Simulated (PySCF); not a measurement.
# Telling isomers of C6H8 apart by NMR

[PySCF 2.14.0 with density-fitted response routines: geometry from PBE0-D3(BJ)/def2-SVP; J: B3LYP/pcJ-1 (spin–dipole term left out of most H,H and C,H couplings); σ from GIAO-PBE0/pcSseg-1; relativity neglected; isolated molecule; one conformer; equivalent nuclei averaged]

Referencing at the same level of theory: ¹H, ¹³C vs TMS. Multiplet labels drop J under 1 Hz and among equivalent protons, and merge close values. Unscaled 3J(H,H) run several per cent high. Shifts are as computed. Against solution values, carbons near 30 ppm lie about +2 ppm off and those near 130 ppm about +5 ppm. Of 1211 compounds with measured shifts, 218 miss one by over three times the rms of a fit or turn the order of signals round; such compounds aren't used in these exercises.

(1) Tabulate the signals of `C=C1CCC1=C`, `C1=C[C@@H]2C[C@@H]2C1`, `C1=CCCC=C1` and their relative energies.

(2) What is the quickest way to tell C=C1CCC1=C from C1=C[C@@H]2C[C@@H]2C1?

(3) What is the quickest way to tell C1=C[C@@H]2C[C@@H]2C1 from C1=CCCC=C1?

(4) What is the quickest way to tell C=C1CCC1=C from C1=CCCC=C1?

Results:

(1) 
```json
{"SMILES": "C=C1CCC1=C", "carbon types": "2×C 4×CH2", "δC": "156.3, 111.7, 29.1", "δH": "5.64 (m, 2H), 5.10 (m, 2H), 2.58 (m, 4H)", "E rel. (kcal/mol)": "24.6"}
{"SMILES": "C1=C[C@@H]2C[C@@H]2C1", "carbon types": "4×CH 2×CH2", "δC": "145.1, 136.3, 39.2, 26.3, 18.8, 16.9", "δH": "6.15 (m, 1H), 5.48 (dtd, 1H), 2.60 (m, 1H), 2.35 (m, 1H), 1.74 (m, 1H), 1.42 (m, 1H), 0.77 (ddd, 1H), -0.29 (tdd, 1H)", "E rel. (kcal/mol)": "8.8"}
{"SMILES": "C1=CCCC=C1", "carbon types": "4×CH 2×CH2", "δC": "134.3, 133.0, 24.8", "δH": "6.06 (m, 2H), 5.92 (m, 2H), 2.11 (m, 4H)", "E rel. (kcal/mol)": "0.0"}
```

Energies are electronic energies at PBE0/pcSseg-1 on these geometries, without zero-point or thermal terms, each for the one conformer computed, which needn't be the lowest.

(2) Count the carbon signals: 3 against 6. The first has a fully substituted alkene carbon (C) at 156.3 ppm, the second an alkene CH at 145.1 ppm. In the proton spectra the most deshielded non-exchanging signals are 5.64 (m, 2H) and 6.15 (m, 1H).

(3) Count the carbon signals: 6 against 3. The first has a three-membered-ring carbon (CH) at 26.3 ppm, the second an allylic sp3 CH2 at 24.8 ppm. Their most deshielded carbons lie at 145.1 and 134.3 ppm.

(4) Both give the same number of carbon signals, but DEPT or the intensities differ. The first has a fully substituted alkene carbon (C) at 156.3 ppm, the second an alkene CH at 134.3 ppm. In the proton spectra the most deshielded non-exchanging signals are 5.64 (m, 2H) and 6.06 (m, 2H).
